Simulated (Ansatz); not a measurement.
We consider zinc-blende InN (metastable phase), described by PBEsol+SOC in Ansatz (PAW).

Settings: plane-wave cutoff 520 eV, 12×12×12 k mesh, Fermi–Dirac smearing 0.01 eV, PAW data made under PBE.

Pressure at four volumes; x = ln(V/15.486 Å³). One pressure is withheld.

| V (Å³/atom) | x | P (GPa) |
|---|---|---|
| 14.557 | -0.0619 | 9.69 |
| 15.486 | 0.0000 | 0.00 |
| 16.106 | 0.0393 | -4.86 |
| 16.415 | 0.0583 | ? |

**Question.** Pass a parabola P(x) through the three rows shown, estimate the bulk modulus and its pressure derivative near zero pressure, and predict the withheld pressure.

**Answer.** Slopes between the rows: (0.00 − (9.69))/(0.0000 − (-0.0619)) = -156.54 and (-4.86 − (0.00))/(0.0393 − (0.0000)) = -123.66 GPa. Their difference over the span 0.1012 is c = 32.88/0.1012 = 324.9 GPa, so P(x) = 9.69 + (-156.54)(x − (-0.0619)) + 324.9 (x − (-0.0619))(x − (0.0000)). At the middle row B = −dP/dx = −[-156.54 + 324.9 × 0.0619] = 136.4 GPa, and B′ = dB/dP = 2c/B = 4.8. At x = 0.0583 the parabola gives -6.85 GPa; the run gives -6.91 GPa. The Birch–Murnaghan fit to the energies at all volumes has B0 = 136 GPa and B′ = 4.6.

Note: this level leaves the solid without a gap, although one is measured.

Ansatz is a quantum-chemistry and plane-wave program.
